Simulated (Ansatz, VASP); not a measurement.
One calculation of Hf, two programs

File INCAR:

```
SYSTEM = Hf
ALGO = Normal
EDIFF = 1E-8
ENCUT = 520
GGA = PE
ISIF = 2
ISMEAR = -1
LASPH = .TRUE.
LCHARG = .FALSE.
LEFG = .TRUE.
LREAL = .FALSE.
LWAVE = .FALSE.
NBANDS = 11
NELM = 100
PREC = Accurate
SIGMA = 0.05
```

Contents of KPOINTS:

```
k-points
0
G
  13 13 13
  0 0 0
```

Contents of POSCAR:

```
Hf
1.0
    0.0000000000      2.2791689209      2.2791689209
    2.2791689209      0.0000000000      2.2791689209
    2.2791689209      2.2791689209      0.0000000000
Hf
1
Direct
    0.0000000000      0.0000000000      0.0000000000
```

Input for Ansatz:

```yaml
crystal:
  lattice:
    - [0.0, 2.2791689209, 2.2791689209]
    - [2.2791689209, 0.0, 2.2791689209]
    - [2.2791689209, 2.2791689209, 0.0]
  atoms:
    - { symbol: Hf, position: [0.0, 0.0, 0.0] }
kpoints:
  mp_grid: { grid: [13, 13, 13] }
scf:
  occupations: { method: fermi_dirac, width: 0.05 }
hamiltonian:
  xc: pbe
  pseudopotentials: { kind: paw }
output:
  forces: true
  stress: true
  eigenvalues: true
  efg: { contact_densities: true }
```

Change from the starting cell: volume scaled by 1.05, PAW files.

Alike in both runs: task electric field gradients; functional PBE; k mesh 13 × 13 × 13; occupations fermi-dirac, width 0.05 eV; no spin polarisation.

|  | VASP | Ansatz |
| --- | --- | --- |
| version | VASP 6.6.1 | Ansatz 0.2.0 |
| potentials or method | VASP PAW PBE potentials, release 64 (Hf_pv) | PAW with Ansatz's default frozen-core files, scalar-relativistic |
| plane-wave cutoff (eV) | 520 | 420 |
| valence electrons in the cell | 10 | 26 |

|  | VASP | Ansatz | Ansatz less VASP |
| --- | --- | --- | --- |
| pressure (GPa) | -5.0 | -4.6 | +0.43 |
| Vzz of the field gradient on the site that differs most (V/Å²) | 0.0 | 0.0 | 0.00 |

With one functional, cell and mesh, what is left measures potentials, basis and numerics. The two sets of potentials don't hold the same shells in valence. Ansatz warned: «gradients_without_spin_orbit».

Spin-orbit coupling is left out, which matters for the levels of Hf.
